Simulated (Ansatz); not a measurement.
Born–Oppenheimer molecular dynamics of a periodic cell of 18 atoms, MgI₂ (host MgI2, host structure P-3m1). It starts from an unrelaxed structure (largest force component 0.45 eV/Å).

These are results of DFT LDA, scalar-relativistic, plane waves, PAW in Ansatz 0.2.0, not measurements. Settings: accuracy low, cutoff 420 eV, k mesh 1x1x1, fermi-dirac smearing 0.05 eV, no spin polarisation.

```yaml
ensemble: NPT, Langevin
time_step: 3 fs
steps_asked: 80
set_temperature: 900 K
friction: 0.005 /fs
pressure: 1 GPa
seed: 140041
```

Frames 3 fs apart, positions in Å.

Velocities at 150.0 fs (Å/ps):

```
Mg 10.57 -0.01 -3.46
I 0.01 -3.24 5.83
I -1.18 2.28 -0.43
Mg -4.08 -1.56 -2.46
I 0.19 0.27 1.71
I 1.34 1.46 0.45
Mg 6.46 -12.11 -1.24
I 1.29 1.14 3.34
I -0.37 -0.27 -0.45
Mg 2.98 -5.49 0.66
I 0.94 -3.79 1.89
I 2.55 2.59 -0.96
Mg 2.72 5.77 -5.60
I 0.18 -0.23 3.74
I -0.48 6.50 2.50
Mg -3.82 -4.33 0.49
I -0.65 3.43 -0.51
I 4.51 2.41 -2.55
```

```xyz
18
Lattice="8.1340 0.0000 0.0000 -6.1005 10.5664 0.0000 0.0000 0.0000 6.7587" Properties=species:S:1:pos:R:3 time_fs=150.0 energy_less_start_eV=1.076 T=866
Mg 0.551 -0.133 0.060
I 0.052 2.463 1.778
I 2.133 1.460 5.491
Mg -1.973 3.455 0.337
I -1.971 5.769 1.783
I -0.144 4.664 5.016
Mg -3.826 7.047 -0.036
I -3.848 9.427 1.773
I -1.921 8.390 5.079
Mg 4.413 -0.034 -0.024
I 4.437 2.003 1.949
I 6.319 1.240 5.266
Mg 1.949 3.752 0.386
I 2.230 6.111 1.875
I 3.838 4.480 5.549
Mg 0.175 6.991 -0.053
I 0.125 9.311 1.801
I 2.037 8.394 5.000
18
Lattice="8.1337 0.0000 0.0000 -6.1003 10.5660 0.0000 0.0000 0.0000 6.7585" Properties=species:S:1:pos:R:3 time_fs=153.0 energy_less_start_eV=1.134 T=846
Mg 0.582 -0.135 0.048
I 0.052 2.453 1.797
I 2.130 1.467 5.489
Mg -1.985 3.451 0.327
I -1.970 5.770 1.788
I -0.140 4.667 5.018
Mg -3.806 7.010 -0.039
I -3.844 9.430 1.783
I -1.921 8.389 5.077
Mg 4.421 -0.048 -0.021
I 4.440 1.991 1.954
I 6.325 1.247 5.264
Mg 1.955 3.767 0.370
I 2.231 6.109 1.885
I 3.836 4.498 5.556
Mg 0.162 6.979 -0.051
I 0.123 9.321 1.798
I 2.051 8.400 4.992
18
Lattice="8.1338 0.0000 0.0000 -6.1003 10.5661 0.0000 0.0000 0.0000 6.7585" Properties=species:S:1:pos:R:3 time_fs=156.0 energy_less_start_eV=1.201 T=838
Mg 0.610 -0.137 0.037
I 0.051 2.442 1.818
I 2.128 1.474 5.486
Mg -1.994 3.446 0.315
I -1.968 5.772 1.794
I -0.134 4.669 5.020
Mg -3.788 6.975 -0.041
I -3.840 9.434 1.793
I -1.921 8.388 5.075
Mg 4.428 -0.057 -0.014
I 4.442 1.978 1.957
I 6.331 1.252 5.261
Mg 1.957 3.777 0.356
I 2.235 6.105 1.894
I 3.834 4.516 5.561
Mg 0.146 6.969 -0.050
I 0.119 9.332 1.795
I 2.067 8.403 4.984
18
Lattice="8.1337 0.0000 0.0000 -6.1003 10.5660 0.0000 0.0000 0.0000 6.7584" Properties=species:S:1:pos:R:3 time_fs=159.0 energy_less_start_eV=1.277 T=791
Mg 0.635 -0.141 0.032
I 0.052 2.433 1.840
I 2.126 1.480 5.483
Mg -1.999 3.441 0.302
I -1.965 5.774 1.798
I -0.129 4.670 5.022
Mg -3.773 6.939 -0.045
I -3.838 9.437 1.803
I -1.921 8.385 5.074
Mg 4.436 -0.059 -0.004
I 4.443 1.966 1.960
I 6.336 1.258 5.258
Mg 1.956 3.784 0.343
I 2.238 6.101 1.903
I 3.833 4.533 5.565
Mg 0.128 6.961 -0.049
I 0.115 9.342 1.792
I 2.083 8.405 4.975
18
Lattice="8.1330 0.0000 0.0000 -6.0998 10.5651 0.0000 0.0000 0.0000 6.7579" Properties=species:S:1:pos:R:3 time_fs=162.0 energy_less_start_eV=1.355 T=773
Mg 0.656 -0.149 0.029
I 0.055 2.425 1.862
I 2.126 1.484 5.479
Mg -2.002 3.434 0.291
I -1.960 5.777 1.803
I -0.126 4.670 5.023
Mg -3.759 6.904 -0.052
I -3.835 9.440 1.812
I -1.921 8.382 5.072
Mg 4.444 -0.057 0.007
I 4.442 1.952 1.962
I 6.340 1.265 5.255
Mg 1.954 3.787 0.329
I 2.240 6.098 1.910
I 3.832 4.550 5.567
Mg 0.109 6.955 -0.045
I 0.111 9.351 1.788
I 2.101 8.407 4.965
18
Lattice="8.1321 0.0000 0.0000 -6.0990 10.5639 0.0000 0.0000 0.0000 6.7571" Properties=species:S:1:pos:R:3 time_fs=165.0 energy_less_start_eV=1.431 T=792
Mg 0.675 -0.158 0.029
I 0.060 2.419 1.886
I 2.127 1.488 5.473
Mg -2.005 3.428 0.282
I -1.956 5.782 1.806
I -0.121 4.670 5.024
Mg -3.746 6.870 -0.057
I -3.831 9.442 1.821
I -1.923 8.379 5.071
Mg 4.453 -0.051 0.019
I 4.442 1.940 1.966
I 6.343 1.270 5.251
Mg 1.947 3.789 0.318
I 2.243 6.094 1.917
I 3.831 4.566 5.567
Mg 0.091 6.950 -0.041
I 0.107 9.357 1.784
I 2.120 8.408 4.956
18
Lattice="8.1309 0.0000 0.0000 -6.0982 10.5623 0.0000 0.0000 0.0000 6.7561" Properties=species:S:1:pos:R:3 time_fs=168.0 energy_less_start_eV=1.506 T=792
Mg 0.689 -0.168 0.030
I 0.067 2.413 1.910
I 2.129 1.493 5.466
Mg -2.010 3.423 0.273
I -1.951 5.786 1.807
I -0.116 4.671 5.026
Mg -3.735 6.839 -0.061
I -3.827 9.444 1.831
I -1.924 8.374 5.069
Mg 4.463 -0.044 0.030
I 4.440 1.928 1.969
I 6.347 1.274 5.247
Mg 1.939 3.790 0.312
I 2.247 6.089 1.925
I 3.828 4.581 5.567
Mg 0.077 6.944 -0.037
I 0.104 9.364 1.779
I 2.139 8.410 4.947
18
Lattice="8.1299 0.0000 0.0000 -6.0975 10.5611 0.0000 0.0000 0.0000 6.7553" Properties=species:S:1:pos:R:3 time_fs=171.0 energy_less_start_eV=1.573 T=742
Mg 0.701 -0.177 0.034
I 0.074 2.408 1.935
I 2.132 1.499 5.457
Mg -2.015 3.421 0.264
I -1.947 5.789 1.808
I -0.111 4.671 5.027
Mg -3.727 6.814 -0.063
I -3.821 9.446 1.840
I -1.925 8.369 5.066
Mg 4.473 -0.039 0.041
I 4.438 1.917 1.972
I 6.351 1.277 5.242
Mg 1.926 3.788 0.311
I 2.247 6.086 1.933
I 3.825 4.598 5.567
Mg 0.062 6.938 -0.034
I 0.101 9.371 1.773
I 2.157 8.412 4.938
18
Lattice="8.1293 0.0000 0.0000 -6.0970 10.5603 0.0000 0.0000 0.0000 6.7548" Properties=species:S:1:pos:R:3 time_fs=174.0 energy_less_start_eV=1.628 T=725
Mg 0.707 -0.188 0.041
I 0.081 2.405 1.960
I 2.135 1.505 5.449
Mg -2.019 3.423 0.255
I -1.942 5.791 1.807
I -0.105 4.671 5.030
Mg -3.718 6.794 -0.063
I -3.816 9.447 1.849
I -1.927 8.363 5.063
Mg 4.484 -0.036 0.053
I 4.434 1.908 1.976
I 6.354 1.281 5.236
Mg 1.907 3.786 0.316
I 2.247 6.084 1.939
I 3.823 4.615 5.566
Mg 0.044 6.932 -0.028
I 0.098 9.378 1.768
I 2.174 8.415 4.929
18
Lattice="8.1291 0.0000 0.0000 -6.0968 10.5600 0.0000 0.0000 0.0000 6.7546" Properties=species:S:1:pos:R:3 time_fs=177.0 energy_less_start_eV=1.660 T=650
Mg 0.706 -0.198 0.048
I 0.090 2.403 1.984
I 2.140 1.510 5.441
Mg -2.023 3.424 0.251
I -1.938 5.794 1.806
I -0.098 4.668 5.033
Mg -3.707 6.780 -0.063
I -3.811 9.446 1.857
I -1.925 8.358 5.060
Mg 4.493 -0.033 0.061
I 4.431 1.899 1.981
I 6.356 1.284 5.228
Mg 1.884 3.782 0.325
I 2.247 6.081 1.944
I 3.821 4.630 5.563
Mg 0.024 6.926 -0.018
I 0.096 9.383 1.764
I 2.190 8.419 4.923
18
Lattice="8.1295 0.0000 0.0000 -6.0971 10.5605 0.0000 0.0000 0.0000 6.7549" Properties=species:S:1:pos:R:3 time_fs=180.0 energy_less_start_eV=1.669 T=636
Mg 0.701 -0.208 0.052
I 0.101 2.401 2.007
I 2.145 1.514 5.435
Mg -2.024 3.423 0.250
I -1.933 5.797 1.803
I -0.092 4.664 5.038
Mg -3.698 6.778 -0.062
I -3.807 9.446 1.867
I -1.923 8.353 5.057
Mg 4.500 -0.026 0.070
I 4.430 1.892 1.986
I 6.358 1.289 5.220
Mg 1.859 3.775 0.332
I 2.246 6.080 1.950
I 3.819 4.643 5.561
Mg 0.005 6.922 -0.008
I 0.094 9.388 1.762
I 2.206 8.422 4.917
18
Lattice="8.1302 0.0000 0.0000 -6.0977 10.5615 0.0000 0.0000 0.0000 6.7555" Properties=species:S:1:pos:R:3 time_fs=183.0 energy_less_start_eV=1.664 T=704
Mg 0.693 -0.220 0.057
I 0.112 2.399 2.029
I 2.150 1.520 5.429
Mg -2.021 3.420 0.249
I -1.927 5.800 1.800
I -0.088 4.660 5.045
Mg -3.690 6.783 -0.058
I -3.803 9.447 1.878
I -1.921 8.349 5.055
Mg 4.507 -0.018 0.084
I 4.430 1.887 1.992
I 6.361 1.293 5.209
Mg 1.829 3.764 0.339
I 2.245 6.080 1.955
I 3.818 4.656 5.559
Mg -0.013 6.924 0.004
I 0.091 9.393 1.760
I 2.222 8.426 4.914
```

Of the whole run (240 fs, mean temperature of the second half 787 K): The conserved energy stayed within 0.15 meV per atom of its start (net change -0.027 meV per atom), so the integration is sound. The mean temperature of the second half is 13 % below the set value. A run of 0.24 ps of so small a system gives no equilibrium averages. Limits of this set-up: coarse k mesh, low accuracy level. The cell's volume went from 631 to 579 Å³.

Time of the run: 12 min on 2 threads of Intel(R) Xeon(R) Processor @ 2.50GHz (Skylake/Cascade Lake), with other jobs on the host, peak memory 0.67 GiB.
